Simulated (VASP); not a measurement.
Here is a VASP 6.6.1 calculation.

The input INCAR:

```
SYSTEM = Au
PREC = Accurate
ENCUT = 520
EDIFF = 1E-6
ISMEAR = 0
SIGMA = 0.05
LREAL = .False.
LASPH = .True.
NELM = 60
ALGO = Normal
ISIF = 2
LWAVE = .False.
LCHARG = .False.
LDIPOL = .True.
IDIPOL = 3
DIPOL = 0.5 0.5 0.500
GGA = RP
IBRION = 2
NSW = 40
EDIFFG = -0.02
```

Contents of KPOINTS:

```
Automatic mesh
0
Gamma
  8 8 1
  0 0 0
```

Contents of POSCAR:

```
Au
1.0
    2.8226199300      0.0000000000      0.0000000000
   -1.4113099650      2.5559330250      0.0000000000
    0.0000000000      0.0000000000     29.6795088300
Au
7
Selective dynamics
Direct
    0.3346720300      0.6693440600      0.2526995997  F F F
    0.6653279700      0.3306559400      0.3351330665  F F F
    0.3346720300      0.6693440600      0.4175665332  F F F
    0.6653279700      0.3306559400      0.5000000000  T T T
    0.3346720300      0.6693440600      0.5824334668  T T T
    0.6653279700      0.3306559400      0.6648669335  T T T
    0.3346720300      0.6693440600      0.7473004003  T T T
```

Potentials or basis: VASP PAW PBE potentials, release 64 (Au).

Command:

```console
$ cat potpaw_PBE.64/Au/POTCAR > POTCAR
$ mpirun -np 1 vasp_std > vasp.out
```

Question: Estimate the band gap on the k mesh.

Answer: None (metal or under the smearing width).

Question: Estimate the energy gained by relaxing.

Answer: 12.2 meV/atom.

Step by step:
```csv
step,energy change (eV),largest force (eV/Å),pressure (GPa)
1,0.0000,0.4573,2.92
2,-0.0104,0.4570,2.83
3,-0.0222,0.4574,2.65
4,-0.0226,0.4580,2.63
5,-0.0315,0.4562,2.49
6,-0.0386,0.4527,2.28
7,-0.0469,0.4552,2.11
8,-0.0536,0.4609,1.85
9,-0.0620,0.4598,1.66
10,-0.0768,0.4572,1.14
11,-0.0717,0.4508,0.30
12,-0.0794,0.4537,0.75
13,-0.0837,0.4563,0.54
14,-0.0837,0.4556,0.53
15,-0.0843,0.4561,0.54
16,-0.0849,0.4574,0.56
17,-0.0852,0.4570,0.58
```

Caveat: the PAW data sets were made with another functional, which shifts forces and pressure a little. Spin-orbit coupling is left out, which matters for the levels of Au.
